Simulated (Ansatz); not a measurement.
La in Ansatz: the effect of functional

The system is La.

```
La
1.0
     3.75000    0.00000    0.00000
    -1.87500    3.24760    0.00000
     0.00000    0.00000    6.07000
La
2
Direct
  0.66667 0.33333 0.75000
  0.33333 0.66667 0.25000
```

This isn't the form of La at room conditions, which is double hcp.

Alike in all runs:

- Program: Ansatz 0.2.0
- Task: band structure
- Potentials or basis: all-electron LAPW, scalar-relativistic
- Basis error allowed: 0.001 eV/atom
- k mesh: 8 × 8 × 5
- Occupations: fermi-dirac, width 0.05 eV
- Spin: no spin polarisation

Task: One run gave: pressure -1.4 GPa. Which functional did it use?
A. revPBE
B. PBEsol
C. BLYP
D. LDA
E. RPBE

Result: B.

```csv
functional,cutoff,pressure (GPa)
LDA,120 eV (chosen from the basis error),-2.8
PBEsol,120 eV (chosen from the basis error),-1.4
RPBE,122 eV (chosen from the basis error),2.0
revPBE,121 eV (chosen from the basis error),1.7
BLYP,120 eV (chosen from the basis error),2.7
```

Runs at the PBE level aren't shown here.
